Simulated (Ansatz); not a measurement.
Input and output of a band-structure calculation on SnSe in the NiAs-type structure (Ansatz, PBE). The cell was relaxed beforehand with r2SCAN.

Input (YAML):
```yaml
crystal:
  lattice:
    - [4.1382210447, 0.0, 0.0]
    - [-2.0691105224, 3.5838045512, 0.0]
    - [0.0, 0.0, 7.4840920889]
  atoms:
    - { symbol: Sn, position: [0.0, 0.0, 0.0] }
    - { symbol: Sn, position: [0.0, 0.0, 0.5] }
    - { symbol: Se, position: [0.3333333333, 0.6666666667, 0.25] }
    - { symbol: Se, position: [0.6666666667, 0.3333333333, 0.75] }
kpoints:
  mp_grid: { grid: [12, 12, 4] }
  band_path:
    path:
      - [[0.0, 0.0, 0.0], [0.5, 1.25894305897e-16, 0.0], [0.3333333333333, 0.3333333333333, 0.0], [0.0, 0.0, 0.0], [0.0, 0.0, 0.5], [0.5, 1.25894305897e-16, 0.5], [0.3333333333333, 0.3333333333333, 0.5], [0.0, 0.0, 0.5]]
      - [[0.5, 1.25894305897e-16, 0.5], [0.5, 1.25894305897e-16, 0.0]]
      - [[0.3333333333333, 0.3333333333333, 0.5], [0.3333333333333, 0.3333333333333, 0.0]]
    npoints: 10
hamiltonian:
  xc: pbe
scf:
  occupations: { method: fermi_dirac, width: 0.02 }
  n_extra_bands: 5
output:
  forces: true
  stress: true
  eigenvalues: true
```

Command: `ansatz run input.yaml --threads 2 --pin off --max-ram 2211MiB --backend cpu --events-out ev --progress --plain --runs-dir out`.

The output, standing remarks left out:
```
Pseudopotential: Sn, paw, valence charge 14, recommended cutoff 420 eV (normal)
Pseudopotential: Se, paw, valence charge 16, recommended cutoff 420 eV (normal)
Functional definition: PBE
Crystal: 4 atoms, lattice volume = 110.993 Å³
Basis set: ecut = 420 eV, 2125 PW (Γ)
Bands: 35, of which v1, the nominal top of the filled ones, is band 30 counted from 1 (29 counted from 0)
Symmetry: 24 space group operations
Space group: P63/mmc (ITA 194)
k-points: 57 of 576
preconditioner: auto → LDOS  [σ=0.020 eV  ℏωp=22.3 eV  β→1.0]
Free energy (F): -22988.075059 eV
Internal energy: -22988.073911 eV  (E = F + TS)
E sigma→0 (E₀):  -22988.074485 eV
Entropy (-TS):   -0.001147 eV (-0.287 meV/atom)
Fermi energy:    9.216978 eV
--- Stress (GPa, compression-positive) ---
        0.793576       0.000000       0.000000
        0.000000       0.793576       0.000000
        0.000000       0.000000       0.914037
  P = ⅓ Tr σ = 0.8337 GPa (8.337 kbar)
```

Levels along the path, in eV from the valence top (v1 is the last filled band, c1 the first empty one):
```tsv
point	distance (1/Å)	v3	v2	v1	c1	c2
Γ	0.00	-2.32	-2.32	-0.70	0.48	2.12
·	0.44	-2.36	-2.13	-1.87	0.12	1.21
M	0.88	-2.55	-2.30	-1.29	-0.80	0.60
·	1.13	-3.69	-3.23	-0.58	0.51	1.15
K	1.38	-4.49	-4.49	0.00	1.91	1.91
·	1.89	-3.29	-2.77	-1.45	0.77	1.19
Γ	2.39	-2.32	-2.32	-0.70	0.48	2.12
·	2.60	-2.37	-2.37	-1.18	1.00	2.04
A	2.81	-2.48	-2.02	-2.02	1.92	1.92
·	3.25	-3.00	-1.78	-1.78	1.42	1.42
L	3.69	-3.43	-3.41	-3.41	1.46	1.46
·	3.94	-3.40	-2.77	-2.77	0.29	0.29
H	4.20	-3.02	-2.66	-2.66	-0.63	-0.63
·	4.70	-3.55	-1.45	-1.45	0.75	0.75
A	5.21	-2.48	-2.02	-2.02	1.92	1.92
L	5.21	-3.43	-3.41	-3.41	1.46	1.46
·	5.38	-3.36	-2.97	-2.22	0.51	1.24
·	5.59	-2.57	-2.35	-1.31	-0.74	0.63
M	5.63	-2.55	-2.30	-1.29	-0.80	0.60
H	5.63	-3.02	-2.66	-2.66	-0.63	-0.63
·	5.76	-3.30	-3.30	-1.61	-0.25	-0.25
·	5.97	-4.22	-4.22	-0.18	1.25	1.25
K	6.05	-4.49	-4.49	0.00	1.91	1.91
```

With PBE the bands overlap by 0.80 eV (counted from 1, band 30 peaks at K and band 31 bottoms out at M): no gap. The mean pressure is +0.83 GPa (compression positive), so PBE would enlarge the cell's volume.

(Calculated; spin-unpolarised; the phase may be known or hypothetical.)

No spin-orbit coupling is included; it can move band edges with weight on the heavy atoms by tenths of an eV.

Where bands overlap, v1 and c1 are numbered by the electron count and aren't everywhere filled or empty.

Where bands overlap the cell is a metal at that level, and these k meshes limit energies, forces and stress.
